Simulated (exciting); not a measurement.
ScAl3, 4 atoms in the cell. Symmetry: Pm-3m, No. 221, cubic system. The conventional cell has a = 4.088 Å, b = 4.088 Å, c = 4.088 Å, α = 90.00°, β = 90.00°, γ = 90.00°. Around Sc (site symmetry m-3m) lie 12 Al at 2.89 Å. Around Al (site symmetry 4/mmm) lie 4 Sc at 2.89 Å and 8 Al at 2.89 Å. The cell is a database's computed one.

```yaml
Program: exciting (release sodium)
Task: single point
Functional: PBEsol
Potentials_or_basis: all-electron LAPW+lo, shipped species files, valence relativity iora*
rgkmax: 9
k_mesh: 7 × 7 × 7
Occupations: fermi-dirac, width 0.05 eV
Spin: no spin polarisation
gmaxvr_cutoff_of_density_and_potential: 14 1/bohr
lmaxapw_and_lmaxmat: 10
lmaxvr: 8
nempty: 18
Valence_relativity: iora*
epsengy: 1e-05 Ha
epspot: 1e-05 Ha
maxscl: 60
Muffin-tin_radii: Sc 2.0, Al 2.0 bohr
```

Potentials or basis: all-electron LAPW+lo, shipped species files, valence relativity iora*.

The run is started by

```sh
$ OMP_NUM_THREADS=1 exciting_smp
```

Hardware: 1 thread of Intel(R) Xeon(R) Platinum 8259CL CPU @ 2.50GHz (Skylake/Cascade Lake), on a shared host.

Q: Estimate the wall time of this run.

A: Run time: 5.2 min on 1 thread of Intel(R) Xeon(R) Platinum 8259CL CPU @ 2.50GHz (Skylake/Cascade Lake), on a shared host, peak memory 0.21 GiB. Counts: scf iterations 15, plane waves 739.
